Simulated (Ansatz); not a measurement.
BeO (wurtzite)

```xyz
8
Lattice="2.7118 0.0000 0.0000 -1.3559 2.3485 0.0000 0.0000 0.0000 8.8091" Properties=species:S:1:pos:R:3 pbc="T T T"
Be     1.3559     0.7828     0.0066
Be     1.3559     0.7828     4.4111
Be     0.0000     1.5657     2.2088
Be     0.0000     1.5657     6.6134
O      1.3559     0.7828     2.7472
O      1.3559     0.7828     7.1517
O      0.0000     1.5657     0.5449
O      0.0000     1.5657     4.9494
```

A phonon eigenvector at A = (0.0, 0.0, 0.5) is frozen into this cell: atom i moves by Q times the vector below, so Q is the largest atomic displacement, in Å. The cell is held. It is one choice among 2 degenerate patterns. (q is in reciprocal vectors of the primitive cell; the cell shown is doubled to hold the pattern.)

| atom | x | y | z |
|---|---|---|---|
| Be1 | 0.000 | 0.000 | 1.000 |
| Be2 | 0.000 | 0.000 | -1.000 |
| Be3 | 0.000 | 0.000 | 0.085 |
| Be4 | 0.000 | 0.000 | -0.085 |
| O5 | 0.000 | 0.000 | 0.262 |
| O6 | 0.000 | 0.000 | -0.262 |
| O7 | 0.000 | 0.000 | -0.454 |
| O8 | 0.000 | 0.000 | 0.454 |

Calculation: PBE (plane waves to 420 eV, PAW, scalar-relativistic; Ansatz, an electronic-structure program). k mesh 14×14×4 (Γ-centred), Fermi-Dirac smearing 0.05 eV. Energies are smeared free energies. BeO was relaxed with its symmetry unable to fall. The zero of ΔE is the undisplaced structure.

```json
[
 {"Q (Å)": "-0.180", "ΔE (meV/cell)": "1592"},
 {"Q (Å)": "-0.120", "ΔE (meV/cell)": "700"},
 {"Q (Å)": "-0.060", "ΔE (meV/cell)": "174"},
 {"Q (Å)": "0.000", "ΔE (meV/cell)": "0"},
 {"Q (Å)": "0.060", "ΔE (meV/cell)": "174"},
 {"Q (Å)": "0.120", "ΔE (meV/cell)": "700"},
 {"Q (Å)": "0.180", "ΔE (meV/cell)": "1592"}
]
```

Task: Which DFPT wavenumber at A = (0.0, 0.0, 0.5) belongs to this mode?
(A) 686 cm⁻¹
(B) 231 cm⁻¹
(C) 442 cm⁻¹
(D) 986 cm⁻¹

Result: D, 986 cm⁻¹. The curvature of the scan gives 986 cm⁻¹

(For displaced atoms, the force is minus the slope of the energy, and its curvature is a force constant, which sets phonon frequencies.)
